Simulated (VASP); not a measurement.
Given:

```
SrF2
1.0
    0.00000     2.83850     2.83850
    2.83850     0.00000     2.83850
    2.83850     2.83850     0.00000
Sr F
1 2
Direct
  0.00000   0.00000   0.00000
  0.25000   0.25000   0.25000
  0.75000   0.75000   0.75000
```

Method: LDA (Ceperley-Alder, Perdew-Zunger), VASP's LDA PAW potentials (set 64) (plane waves; VASP 6.6.1). Run with 520 eV cut-off, 7×7×7 Γ-centred mesh, Gaussian smearing of 0.010 eV, potentials Sr_sv F.

Task: Give the electronic dielectric tensor ε∞ (DFPT, local fields included).

Result: 
```
2.33  0.00  0.00
0.00  2.33  0.00
0.00  0.00  2.33
```

Task: Give the Born effective charges.

Result: 
| atom | Z*xx | Z*yy | Z*zz | mean |
|---|---|---|---|---|
| Sr1 | 2.42 | 2.42 | 2.42 | 2.42 |
| F2 | -1.21 | -1.21 | -1.21 | -1.21 |
| F3 | -1.21 | -1.21 | -1.21 | -1.21 |

Task: And the static tensor with the ions free?

Result: 
```
6.47  0.00  0.00
0.00  6.47  0.00
0.00  0.00  6.47
```

Task: Which frequencies do the optical Γ-point modes have (no LO-TO splitting)?

Result: 241 (×3), 304 (×3) cm⁻¹.

The compound is SrF2 in the fluorite structure. It was relaxed first, which changed the volume by -6 %.
